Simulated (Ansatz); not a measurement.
Crystal: I.

```
I
1.0
     0.00000    2.36560    3.90984
     2.19225    0.00000    3.90984
     2.19225    2.36560    0.00000
I
1
Direct
  0.00000 0.00000 0.00000
```

* Program: Ansatz 0.2.0
* Task: relaxation of cell and atoms
* Functional: revPBE
* Dispersion: D4
* Potentials or basis: all-electron LAPW, scalar-relativistic
* Basis error allowed: 0.001 eV/atom
* k mesh: 9 × 9 × 9
* Occupations: fermi-dirac, width 0.05 eV
* Spin: no spin polarisation

At the start: volume 40.55 Å³/atom.

How do energy, volume and symmetry change on relaxing?

Over 9 steps the energy falls by 21.0 meV/atom and the volume is 36.26 Å³/atom (-10.6 %); space group Fmmm (No. 69, to 0.05 Å).

The path:
| step | energy change (eV) | largest force (eV/Å) | volume (Å³) |
| --- | --- | --- | --- |
| 1 | 0.0000 | 0.0000 | 40.55 |
| 2 | -0.0112 | 0.0000 | 38.77 |
| 3 | -0.0198 | 0.0000 | 36.51 |
| 4 | -0.0202 | 0.0000 | 36.20 |
| 5 | -0.0209 | 0.0000 | 36.34 |
| 6 | -0.0209 | 0.0000 | 36.30 |
| 7 | -0.0210 | 0.0000 | 36.26 |
| 8 | -0.0210 | 0.0000 | 36.26 |
| 9 | -0.0210 | 0.0000 | 36.26 |

Final structure:
```
I
1.0
     0.00000    2.27617    3.55376
     2.24113    0.00000    3.55376
     2.24113    2.27617    0.00000
I
1
Cartesian
  0.0000 0.0000 0.0000
```
